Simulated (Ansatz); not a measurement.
Ge:

```
CELL_PARAMETERS angstrom
-1.60842 1.60842 1.87318
1.60842 -1.60842 1.87318
1.60842 1.60842 -1.87318
ATOMIC_POSITIONS crystal
Ge 0.50000 0.50000 0.00000
```

The cell was built by a generator and needn't be a form met in nature.

* Program: Ansatz 0.2.0
* Task: relaxation of cell and atoms
* Functional: BLYP
* Dispersion: D4
* Potentials or basis: Ansatz PAW
* Cutoff: 420 eV (not typed: the program's choice for these potentials)
* k mesh: 12 × 12 × 12
* Occupations: fermi-dirac, width 0.05 eV
* Spin: no spin polarisation

At the start: volume 19.38 Å³/atom.

Problem. How do energy, volume and symmetry change on relaxing?

Solution. It ends after 11 steps and the volume is 22.50 Å³/atom (+16.1 %); space group I4/mmm (No. 139, to 0.05 Å).

Step by step:
```tsv
step	energy change (eV)	largest force (eV/Å)	volume (Å³)
1	0.0000	0.0000	19.38
2	-0.0079	0.0000	19.99
3	-0.2613	0.0000	22.69
4	-0.2640	0.0000	22.60
5	-0.2655	0.0000	22.45
6	-0.2658	0.0000	22.50
7	-0.2659	0.0000	22.50
8	-0.2660	0.0000	22.50
9	-0.2672	0.0000	22.50
10	-0.2672	0.0000	22.50
11	-0.2672	0.0000	22.50
```

Final structure:
```
Ge
1.0
    -1.66713    1.66713    2.02371
     1.66713   -1.66713    2.02371
     1.66713    1.66713   -2.02371
Ge
1
Direct
  0.50000 0.50000 0.00000
```

Caveat: the volume moved by over 15 % at a fixed basis, so the end points are rough; the plane-wave basis is chosen anew once the cell has moved, so the energies of steps on either side of that aren't comparable; pairwise dispersion overbinds metals, which lowers pressure and volume; the PAW data sets come from PBE, with cores solved anew for the run's functional, which leaves a small shift of forces and pressure.
